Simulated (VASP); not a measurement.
Here is a VASP 6.6.1 calculation.

POSCAR

```
MgSe
1.0
    0.0000000000      2.7255000000      2.7255000000
    2.7255000000      0.0000000000      2.7255000000
    2.7255000000      2.7255000000      0.0000000000
Se Mg
1 1
Direct
    0.5000000000      0.5000000000      0.5000000000
    0.0000000000      0.0000000000      0.0000000000
```

The input INCAR.step1:

```
SYSTEM = MgSe
  PREC = Accurate
  ENCUT = 520
  EDIFF = 1E-5
  ISMEAR = 0
  SIGMA = 0.02
  LREAL = .FALSE.
  LASPH = .TRUE.
  NELM = 80
  ALGO = Normal
  ISIF = 2
  LWAVE = .TRUE.
  LCHARG = .FALSE.
  NBANDS = 11
  GGA = PE
```

The input INCAR.step2:

```
SYSTEM = MgSe
  PREC = Accurate
  ENCUT = 520
  EDIFF = 1E-6
  ISMEAR = 0
  SIGMA = 0.02
  LREAL = .FALSE.
  LASPH = .TRUE.
  NELM = 80
  ALGO = Normal
  ISIF = 2
  LWAVE = .FALSE.
  LCHARG = .FALSE.
  GGA = PE
  LHFCALC = .TRUE.
  HFSCREEN = 0.2
  PRECFOCK = Fast
  NBANDS = 11
  ISTART = 1
```

File KPOINTS:

```
regular mesh
0
G
  6 6 6
  0 0 0
```

KPOINTS_OPT

```
path GXWKGLUWLK,UX
10
line-mode
reciprocal
 0.0000000000  0.0000000000  0.0000000000  G
 0.5000000000  0.0000000000  0.5000000000  X

 0.5000000000  0.0000000000  0.5000000000  X
 0.5000000000  0.2500000000  0.7500000000  W

 0.5000000000  0.2500000000  0.7500000000  W
 0.3750000000  0.3750000000  0.7500000000  K

 0.3750000000  0.3750000000  0.7500000000  K
 0.0000000000  0.0000000000  0.0000000000  G

 0.0000000000  0.0000000000  0.0000000000  G
 0.5000000000  0.5000000000  0.5000000000  L

 0.5000000000  0.5000000000  0.5000000000  L
 0.6250000000  0.2500000000  0.6250000000  U

 0.6250000000  0.2500000000  0.6250000000  U
 0.5000000000  0.2500000000  0.7500000000  W

 0.5000000000  0.2500000000  0.7500000000  W
 0.5000000000  0.5000000000  0.5000000000  L

 0.5000000000  0.5000000000  0.5000000000  L
 0.3750000000  0.3750000000  0.7500000000  K

 0.6250000000  0.2500000000  0.6250000000  U
 0.5000000000  0.0000000000  0.5000000000  X
```

Potentials or basis: VASP PAW PBE potentials, release 64 (Se, Mg).

Run with:

```console
$ cat potpaw_PBE.64/Se/POTCAR potpaw_PBE.64/Mg/POTCAR > POTCAR
$ cp INCAR.step1 INCAR
$ mpirun -np 1 vasp_std > vasp.out
$ cp INCAR.step2 INCAR
$ mpirun -np 1 vasp_std > vasp.out
```

Task: Estimate the band gap along the path.

Result: 2.67 eV, indirect (least direct gap 3.60 eV).

Task: What does it give for the band gap on the k mesh?

Result: 2.67 eV, indirect (least direct gap 3.60 eV).

Levels at the corners of the path, in eV from the valence-band top:
```
point  band 2  band 3  band 4  band 5  band 6  band 7
    Γ    0.00    0.00    0.00    3.60    8.46    8.46
    X   -4.67   -1.95   -1.95    2.67    4.82   13.17
    X   -4.67   -1.95   -1.95    2.67    4.82   13.17
    W   -3.61   -3.61   -2.71    5.53    8.12    8.64
    W   -3.61   -3.61   -2.71    5.53    8.12    8.64
    K   -4.12   -3.60   -1.56    3.95    7.30   10.17
    K   -4.12   -3.60   -1.56    3.95    7.30   10.17
    Γ    0.00    0.00    0.00    3.60    8.46    8.46
    Γ    0.00    0.00    0.00    3.60    8.46    8.46
    L   -5.40   -0.64   -0.64    4.76    7.13    7.13
    L   -5.40   -0.64   -0.64    4.76    7.13    7.13
    U   -4.12   -3.60   -1.56    3.95    7.30   10.17
    U   -4.12   -3.60   -1.56    3.95    7.30   10.17
    W   -3.61   -3.61   -2.71    5.53    8.12    8.64
    W   -3.61   -3.61   -2.71    5.53    8.12    8.64
    L   -5.40   -0.64   -0.64    4.76    7.13    7.13
    L   -5.40   -0.64   -0.64    4.76    7.13    7.13
    K   -4.12   -3.60   -1.56    3.95    7.30   10.17
    U   -4.12   -3.60   -1.56    3.95    7.30   10.17
    X   -4.67   -1.95   -1.95    2.67    4.82   13.17
```
